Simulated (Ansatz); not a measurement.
# BN (P6_3mc), frozen normal mode

These are results of DFT PBE, scalar-relativistic, plane waves, PAW in Ansatz, not measurements. Settings: plane waves to 420 eV, k-mesh 12×12×4 (Γ-centred), Gaussian smearing 0.05 eV. No spin polarisation. Energies are free energies at this smearing, counted from the undisturbed cell; pressure is positive in compression.

Zero of the scan (relaxed at this level; this wurtzite form isn't the usual structure):

```yaml
crystal:
  lattice:
    - [2.55458, 0.00000, 0.00000]
    - [-1.27729, 2.21233, 0.00000]
    - [0.00000, 0.00000, 8.44903]
  atoms:
    - { symbol: B, position: [0.66667, 0.33333, 0.49990] }
    - { symbol: B, position: [0.66667, 0.33333, 0.99990] }
    - { symbol: B, position: [0.33333, 0.66667, 0.24990] }
    - { symbol: B, position: [0.33333, 0.66667, 0.74990] }
    - { symbol: N, position: [0.66667, 0.33333, 0.31260] }
    - { symbol: N, position: [0.66667, 0.33333, 0.81260] }
    - { symbol: N, position: [0.33333, 0.66667, 0.06260] }
    - { symbol: N, position: [0.33333, 0.66667, 0.56260] }
```

A zone-centre mode of this cell is frozen in: each atom moves by x times its row below, so x is the largest displacement.
```
atom ux uy uz
  B1  -0.221  0.000  0.000
  B2   0.221  0.000  0.000
  B3  -0.944  0.000  0.000
  B4   0.944  0.000  0.000
  N5  -1.000  0.000  0.000
  N6   1.000  0.000  0.000
  N7   0.000  0.000  0.000
  N8   0.000  0.000  0.000
```

| x (Å) | ΔE (meV/cell) |
| --- | --- |
| -0.1200 | 147.5 |
| -0.0600 | 36.9 |
| 0.0000 | 0.0 |
| 0.0150 | 2.3 |
| 0.0300 | 9.2 |
| 0.0450 | 20.8 |
| 0.0750 | 57.7 |
| 0.0900 | 83.0 |
| 0.1050 | 113.0 |

(1) Predict the force along the mode (eV/Å) at each point.

## Answers

(1)
```csv
x (Å),force along the mode (eV/Å)
-0.1200,2.46
-0.0600,1.23
0.0000,0.00
0.0150,-0.31
0.0300,-0.62
0.0450,-0.92
0.0750,-1.54
0.0900,-1.84
0.1050,-2.15
```

Cost: 9 runs of about 0.74 core-minutes in all, on AMD EPYC 9R45 (Zen 5) (shared hosts).